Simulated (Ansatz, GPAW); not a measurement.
Given: the input of a run of GPAW 26.7.0 (ASE script) on TaN. The cell comes from a database or a generator and needn't be the stable form of this composition.

Contents of run.py:

```python
from ase import Atoms
from ase.dft.bandgap import bandgap
from ase.io import write
from ase.units import GPa
from gpaw import GPAW, PW

atoms = Atoms(['Ta', 'N'],
              cell=[[0.0, 2.211323, 2.211323],
                    [2.211323, 0.0, 2.211323],
                    [2.211323, 2.211323, 0.0]],
              scaled_positions=[[0.5, 0.5, 0.5],
                                [0.0, 0.0, 0.0]],
              pbc=True)

calc = GPAW(mode=PW(800),
            xc='LDA',
            kpts={'size': (10, 10, 10), 'gamma': True},
            occupations={'name': 'methfessel-paxton', 'order': 0, 'width': 0.05},
            nbands=19,
            convergence={'density': 1e-05, 'energy': 1e-05},
            maxiter=150,
            txt='gpaw.txt')
atoms.calc = calc
energy = atoms.get_potential_energy()
forces = atoms.get_forces()
stress = atoms.get_stress()
calc.write('gs.gpw')
write('result.traj', atoms)
print(f'Energy: {energy:.6f} eV')
print('Forces (eV/A):')
print(forces.round(4))
print('Stress (GPa):', (stress / GPa).round(3))
print('Fermi level:', round(calc.get_fermi_level(), 4), 'eV')
print(f'Gap: {bandgap(calc)[0]:.4f} eV, direct: {bandgap(calc, direct=True)[0]:.4f} eV')
```

Potentials or basis: the program's PAW data sets (release 1.2.1) made for this functional, pw.

The run is started by

```sh
$ OMP_NUM_THREADS=1 python run.py
```

Problem. What does the same run look like in Ansatz 0.2.0? Potentials or basis there: Ansatz PAW, cutoff 420 eV.

Solution. As run (cutoffs and basis follow the program's own potentials, and thresholds, step limits or extra output files can differ):

Contents of input.yaml:

```yaml
crystal:
  lattice:
    - [0.0, 2.211323, 2.211323]
    - [2.211323, 0.0, 2.211323]
    - [2.211323, 2.211323, 0.0]
  atoms:
    - { symbol: Ta, position: [0.5, 0.5, 0.5] }
    - { symbol: "N", position: [0.0, 0.0, 0.0] }
hamiltonian:
  xc: lda
  pseudopotentials: { kind: paw }
kpoints:
  mp_grid: { grid: [10, 10, 10] }
scf:
  occupations: { method: gaussian, width: 0.05 }
output:
  forces: true
  stress: true
  eigenvalues: true
```

Potentials or basis: Ansatz PAW.

Run with:

```sh
$ ansatz run input.yaml --threads 2 --pin off --max-ram 5632MiB --backend cpu --events-out ev --progress --plain --runs-dir out
```

Both were run:

|  | GPAW | Ansatz |
| --- | --- | --- |
| Pressure | -19.0 GPa | -17.2 GPa |

Ansatz's pressure holds a Pulay term of +0.61 GPa for its cutoff of 420 eV, which the other run lacks.

Ansatz's potentials were made for PBE.

Where Ansatz's input types no cutoff or centring, it takes its own default and a Γ-centred mesh.

The two programs' LDA may be different fits to the electron gas.

The cell lies far from this level's equilibrium.

Pressure is positive in compression.
